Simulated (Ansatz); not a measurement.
input.yaml

```yaml
crystal:
  lattice:
    - [5.2467021262, 0.0, 0.0]
    - [0.0, 5.0305245226, 0.0]
    - [0.0, 0.0, 5.0594488668]
  atoms:
    - { symbol: Hf, position: [0.0325044438, 0.2670267595, 0.2410781169] }
    - { symbol: Hf, position: [0.4674955562, 0.2670267595, 0.7410781169] }
    - { symbol: Hf, position: [0.5325044438, 0.7329732405, 0.2410781169] }
    - { symbol: Hf, position: [0.9674955562, 0.7329732405, 0.7410781169] }
    - { symbol: O, position: [0.3670457372, 0.0700103559, 0.380766135] }
    - { symbol: O, position: [0.1329542628, 0.0700103559, 0.880766135] }
    - { symbol: O, position: [0.7321661108, 0.4611158023, 0.4911557481] }
    - { symbol: O, position: [0.7678338892, 0.4611158023, 0.9911557481] }
    - { symbol: O, position: [0.2678338892, 0.5388841977, 0.9911557481] }
    - { symbol: O, position: [0.2321661108, 0.5388841977, 0.4911557481] }
    - { symbol: O, position: [0.8670457372, 0.9299896441, 0.380766135] }
    - { symbol: O, position: [0.6329542628, 0.9299896441, 0.880766135] }
basis:
  ecutwfc: 500
kpoints:
  mp_grid: { grid: [6, 6, 6] }
  band_path:
    path:
      - [[0.0, 0.0, 0.0], [0.5, 0.0, 0.0], [0.5, 0.5, 0.0], [0.0, 0.5, 0.0], [0.0, 0.0, 0.0], [0.0, 0.0, 0.5], [0.5, 0.0, 0.5], [0.5, 0.5, 0.5], [0.0, 0.5, 0.5], [0.0, 0.0, 0.5]]
      - [[0.5, 0.0, 0.0], [0.5, 0.0, 0.5]]
      - [[0.0, 0.5, 0.0], [0.0, 0.5, 0.5]]
      - [[0.5, 0.5, 0.0], [0.5, 0.5, 0.5]]
    npoints: 10
hamiltonian:
  xc: r2scan
scf:
  occupations: { method: gaussian, width: 0.02 }
  n_extra_bands: 30
output:
  forces: true
  stress: true
  eigenvalues: true
  populations: true
  dos: { projected: true, de: 0.02, nscf_kmesh: { grid: [9, 9, 9] } }
  bader: false
```

Run as
```bash
ansatz run input.yaml --threads 2 --pin off --max-ram 5120MiB --backend cpu --events-out ev --progress --plain --runs-dir out
```

Method: DFT r2SCAN, scalar-relativistic, plane waves, PAW (Ansatz).

From the run's log, abridged (iterations and final results):

```
SCF iter   1: F=—  HF=-67505.291721 eV  |F-HF|=—  |Δ(HF+E_count)|=         —  Δρ=1.13e-2  dr2=1.46e-1  dr2_τ=8.42e-1  ethr=1.77e-3  ⟨swp⟩=5.8  Hψ=22555  notcnv=0  defer=724
SCF iter   2: F=—  HF=-67505.491141 eV  |F-HF|=—  |Δ(HF+E_count)|=   1.99e-1  Δρ=5.72e-3  dr2=3.12e-2  dr2_τ=5.85e-3  ethr=9.60e-5  ⟨swp⟩=2.0  Hψ=13102  notcnv=0  defer=1492
SCF iter   3: F=—  HF=-67505.488915 eV  |F-HF|=—  |Δ(HF+E_count)|=   2.23e-3  Δρ=3.50e-3  dr2=6.86e-3  dr2_τ=1.58e-3  ethr=2.05e-5  ⟨swp⟩=2.0  Hψ=9048  notcnv=0  defer=1492
SCF iter   4: F=—  HF=-67505.489074 eV  |F-HF|=—  |Δ(HF+E_count)|=   1.59e-4  Δρ=8.72e-4  dr2=8.56e-4  dr2_τ=1.60e-4  ethr=4.52e-6  ⟨swp⟩=2.0  Hψ=9032  notcnv=0  defer=1492
SCF iter   5: F=—  HF=-67505.489071 eV  |F-HF|=—  |Δ(HF+E_count)|=   2.88e-6  Δρ=2.15e-4  dr2=3.17e-5  dr2_τ=7.09e-6  ethr=5.63e-7  ⟨swp⟩=2.0  Hψ=9900  notcnv=0  defer=1492
SCF iter   6: F=—  HF=-67505.489104 eV  |F-HF|=—  |Δ(HF+E_count)|=   3.24e-5  Δρ=8.30e-5  dr2=7.16e-6  dr2_τ=1.40e-6  ethr=2.09e-8  ⟨swp⟩=2.0  Hψ=9132  notcnv=0  defer=1492
SCF iter   7: F=—  HF=-67505.489104 eV  |F-HF|=—  |Δ(HF+E_count)|=   9.37e-7  Δρ=1.71e-5  dr2=2.82e-7  dr2_τ=4.38e-8  ethr=4.71e-9  ⟨swp⟩=2.0  Hψ=9132  notcnv=0  defer=1492
SCF iter   8: F=-67505.489105 eV  HF=-67505.489105 eV  |F-HF|=3.21e-8  |Δ(HF+E_count)|=   1.11e-7  Δρ=7.40e-6  dr2=6.69e-8  dr2_τ=6.27e-9  ethr=6.58e-11  ⟨swp⟩=9.5  Hψ=33284  notcnv=0
SCF 1 converged in 8 iterations: F = -67505.489105 eV  dr2 = 6.69e-8
SCF converged after 8 iterations
Free energy (F): -67505.489105 eV
Harris-Foulkes:  -67505.489105 eV  (|F-HF|=3.21e-8)
Internal energy: -67505.489105 eV  (E = F + TS)
E sigma→0 (E₀):  -67505.489105 eV
Fermi energy:    17.031471 eV
--- Per-component energies (eV) ---
  E_band       = 13.354181
  E_kinetic    = 3100.001928
  E_local      = -23544.910959  (includes V_loc(G=0)·N_el)
  E_nonlocal   = -4609.020912
  E_hartree    = 10790.437132
  E_xc         = -1724.177389
  E_vxc        = -2021.500908  (∫ρ·V_xc dr)
  E_paw        = -29087.152211  (= ΣΔE_a)
  E_vpaw       = 5397.208740  (= ΣTr[D̂ρ^β])
  E_aug_tail   = 0.008372  (compensation charges beyond the density's cutoff)
  E_vtau       = 110.689651  (kinetic-family band-sum trace: ∫τ·v_τ [+ j·A + Jᵃ·Aᵃ] dr)
  E_ewald      = -22431.705625
  E_core_change = 1.030560  (= ΣΔE_core)
  E_smearing   =  0.000000  (= −TS)
--- Forces (eV/Å), atoms counted from 1 ---
  atom   1  Hf     0.00062196    -0.00002825     0.00008616
  atom   2  Hf    -0.00062196    -0.00002825     0.00008616
  atom   3  Hf     0.00062196     0.00002825     0.00008616
  atom   4  Hf    -0.00062196     0.00002825     0.00008616
  atom   5  O     -0.00049027     0.00018015     0.00012462
  atom   6  O      0.00049027     0.00018015     0.00012462
  atom   7  O     -0.00050292    -0.00064702    -0.00024479
  atom   8  O      0.00050292    -0.00064702    -0.00024479
  atom   9  O      0.00050292     0.00064702    -0.00024479
  atom  10  O     -0.00050292     0.00064702    -0.00024479
  atom  11  O     -0.00049027    -0.00018015     0.00012462
  atom  12  O      0.00049027    -0.00018015     0.00012462
--- Stress (GPa, compression-positive) ---
       -0.012411       0.000000       0.000000
        0.000000      -0.008157       0.000000
        0.000000       0.000000      -0.005433
  P = ⅓ Tr σ = -0.0087 GPa (-0.087 kbar)
--- Band table (eV; the first three rows and the last of 64) ---
  k-point 0: bands = ["-47.4217", "-47.4015", "-47.4015", "-47.3996", "-15.8269", "-15.8011", "-15.7964", "-15.5303", "-15.4848", "-15.4545", "-15.4452", "-15.4358", "-15.4296", "-15.3221", "-15.3188", "-15.3147", "-4.6259", "-3.2670", "-3.0649", "-3.0573", "-2.5482", "-2.4634", "-2.4041", "-2.3252", "4.2103", "4.2193", "4.2234", "4.2258", "4.2317", "4.2325", "4.2352", "4.2358", "4.2362", "4.2416", "4.2422", "4.2467", "4.2486", "4.2511", "4.2547", "4.2553", "4.2578", "4.2589", "4.2606", "4.2647", "4.2727", "4.2760", "4.2777", "4.2800", "4.2955", "4.3077", "4.3106", "4.3774", "8.9822", "9.0662", "9.1985", "9.8247", "9.9880", "10.0521", "11.3414", "11.4144", "11.4386", "11.4616", "11.9474", "1 ...
  k-point 1: bands = ["-47.4203", "-47.4015", "-47.4015", "-47.4011", "-15.7993", "-15.7831", "-15.7794", "-15.5562", "-15.4787", "-15.4672", "-15.4615", "-15.4362", "-15.4104", "-15.3467", "-15.3300", "-15.3224", "-4.5080", "-3.2508", "-3.0944", "-3.0702", "-2.6173", "-2.4576", "-2.4046", "-2.3592", "4.2092", "4.2198", "4.2215", "4.2251", "4.2300", "4.2328", "4.2365", "4.2369", "4.2379", "4.2412", "4.2426", "4.2462", "4.2479", "4.2491", "4.2544", "4.2549", "4.2572", "4.2616", "4.2634", "4.2684", "4.2739", "4.2753", "4.2765", "4.2779", "4.2938", "4.3090", "4.3092", "4.3693", "9.1181", "9.1199", "9.3054", "9.8724", "10.1006", "10.2827", "11.1375", "11.1631", "11.3950", "11.5149", "11.7621", " ...
  k-point 2: bands = ["-47.4162", "-47.4051", "-47.4015", "-47.4015", "-15.7448", "-15.7249", "-15.7213", "-15.6183", "-15.5250", "-15.4764", "-15.4639", "-15.4539", "-15.3929", "-15.3791", "-15.3509", "-15.3418", "-4.1842", "-3.3125", "-3.2085", "-3.1053", "-2.6596", "-2.4514", "-2.4424", "-2.4098", "4.2082", "4.2139", "4.2240", "4.2252", "4.2275", "4.2303", "4.2346", "4.2348", "4.2429", "4.2439", "4.2460", "4.2461", "4.2476", "4.2507", "4.2552", "4.2553", "4.2607", "4.2631", "4.2649", "4.2654", "4.2735", "4.2736", "4.2777", "4.2785", "4.2948", "4.3054", "4.3127", "4.3481", "9.1512", "9.4594", "9.9132", "9.9492", "10.2797", "10.7144", "10.7314", "10.8050", "11.0377", "11.5385", "11.7368", " ...
  k-point 63: bands = ["-47.4061", "-47.4061", "-47.4061", "-47.4061", "-15.7977", "-15.7977", "-15.7977", "-15.7977", "-15.3901", "-15.3901", "-15.3901", "-15.3901", "-15.3589", "-15.3589", "-15.3589", "-15.3589", "-3.5367", "-3.5367", "-3.5367", "-3.5367", "-2.4180", "-2.4180", "-2.4180", "-2.4180", "4.2198", "4.2198", "4.2198", "4.2198", "4.2331", "4.2331", "4.2331", "4.2331", "4.2437", "4.2437", "4.2437", "4.2437", "4.2519", "4.2519", "4.2519", "4.2519", "4.2648", "4.2648", "4.2648", "4.2648", "4.2780", "4.2780", "4.2780", "4.2780", "4.2990", "4.2990", "4.2990", "4.2990", "10.2068", "10.2068", "10.2068", "10.2068", "10.6276", "10.6276", "10.6276", "10.6276", "11.6364", "11.6364", "11.636 ...
--- Löwdin populations: 12 sites ---
  site symbol q [e]
     0     Hf     24.4816
     1     Hf     24.4816
     2     Hf     24.4816
     3     Hf     24.4816
     4      O      6.7103
     5      O      6.7103
     6      O      6.7101
     7      O      6.7101
     8      O      6.7101
     9      O      6.7101
    10      O      6.7103
    11      O      6.7103
  spilling = 0.002581 (of n_electrons = 152.000000)
```

Self-consistency was reached.

Time: 2.4 min on 2 threads of AMD EPYC 9R45 96-Core Processor (Zen 5), with other jobs on the host, peak memory 1.9 GiB.

Spin–orbit coupling is left out, which can shift energies with elements as heavy as these.